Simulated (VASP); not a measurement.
The system is TiO2 (Rutile).

```
Ti O
1.0
     4.59220    0.00000    0.00000
     0.00000    4.59220    0.00000
     0.00000    0.00000    2.95740
Ti O
2 4
Cartesian
  0.0000 0.0000 0.0000
  2.2961 2.2961 1.4787
  1.4004 1.4004 0.0000
  0.8957 3.6965 1.4787
  3.1918 3.1918 0.0000
  3.6965 0.8957 1.4787
```

Base run:

```yaml
Program: VASP 6.6.1
Functional: PBE
Potentials_or_basis: VASP PAW PBE potentials, release 64 (Ti_sv, O)
Cutoff: 520 eV
k_mesh: 5 × 5 × 8
Occupations: fermi-dirac, width 0.02 eV
Spin: no spin polarisation
```

Its results: band gap on the k mesh 1.87 eV, direct; pressure 6.1 GPa; largest force 0.126 eV/Å.

Q: After a change of settings the same cell gave: band gap on the k mesh 2.24 eV, direct; pressure 1.5 GPa; largest force 0.085 eV/Å. Which change was it?
A. functional from PBE to LDA; potentials or basis from VASP PAW PBE potentials, release 64 (Ti_sv, O) to VASP PAW LDA potentials, release 64 (Ti_sv, O)
B. functional from PBE to HSE06; k mesh from 5 × 5 × 8 to 4 × 4 × 6
C. functional from PBE to PBEsol
D. functional from PBE to r2SCAN

A: D.

r2SCAN gives the wider gap, since meta-GGAs in the generalised Kohn-Sham scheme recover part of the derivative discontinuity.

Caveats: an odd mesh through Γ misses points on the zone boundary, where band edges often lie; the PAW data sets were made with another functional, which shifts forces and pressure a little (some runs).
